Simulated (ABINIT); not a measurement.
Here is an ABINIT 10.8.3 (patched build) calculation.

File run.abi:

```
# Pseudopotentials
pp_dirpath "./"
pseudos "Zr.upf, C.upf"

# Structure
acell 6.4089613119 6.4089613119 9.9967513548
rprim
     1.0000000000     0.0000000000     0.0000000000
    -0.5000000000     0.8660254038     0.0000000000
     0.0000000000     0.0000000000     1.0000000000
ntypat 2
znucl 40 6
natom 4
typat 1 1 2 2
xred
     0.6666666667     0.3333333333     0.7500000000
     0.3333333333     0.6666666667     0.2500000000
     0.0000000000     0.0000000000     0.5000000000
     0.0000000000     0.0000000000     0.0000000000

# Plane-wave basis
ecut 843.552974 eV

# k points
kptopt 1
ngkpt 7 7 4
nshiftk 1
shiftk 0.0 0.0 0.0

# Exchange and correlation
ixc -109134

# Bands and occupations
nband 20
occopt 3
tsmear 0.00183747

# SCF cycle
nstep 100
tolvrs 1.0e-10

# Output
iomode 3
prtwf 0
prtden 0
prteig 0
prtebands 0
prtvol 2
```

Potentials or basis: PseudoDojo NC SR PBE v0.4.1 standard.

Command:

```bash
$ abinit run.abi > log 2>&1
```

(1) Predict the band gap on the k mesh.

Answers

(1) none (metal or under the smearing width).

Caveat: this build's PW91 may differ from other programs'.
